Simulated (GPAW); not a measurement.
Al2Pt:

```
Pt Al
1.0
     0.00000    2.95500    2.95500
     2.95500    0.00000    2.95500
     2.95500    2.95500    0.00000
Pt Al
1 2
Direct
  0.00000 0.00000 0.00000
  0.75000 0.75000 0.75000
  0.25000 0.25000 0.25000
```

```yaml
Program: GPAW 26.7.0
Task: single point
Functional: PBE
Potentials_or_basis: GPAW PAW data sets (gpaw-data 1.2.1)
Cutoff: 600 eV
Basis: pw
k_mesh: 8 × 8 × 8
Occupations: fermi-dirac, width 0.05 eV
Spin: no spin polarisation
```

On this cell: pressure 2.9 GPa; largest force zero by symmetry; band gap on the k mesh none (metal or under the smearing width).

The same run follows on a disturbed copy (atoms moved at random, drawn with an rms of 0.05 Å):

```
CELL_PARAMETERS angstrom
0.00000 2.95500 2.95500
2.95500 0.00000 2.95500
2.95500 2.95500 0.00000
ATOMIC_POSITIONS crystal
Pt 0.01173 0.98495 0.99436
Al 0.75402 0.75336 0.74357
Al 0.25103 0.24881 0.25647
```

What does the disturbed cell give?

The energy (extrapolated to zero smearing) moves by +8.1 meV/atom; pressure 3.2 GPa; largest force 0.591 eV/Å; band gap on the k mesh none (metal or under the smearing width).

Forces in eV/Å, atoms in the order of the input:
```
Pt   0.564 -0.079  0.158
Al  -0.171  0.145 -0.167
Al  -0.393 -0.066  0.008
```

Stress tensor (GPa, compression positive):
```
 3.09  0.52 -0.65
 0.52  3.28 -0.68
-0.65 -0.68  3.25
```
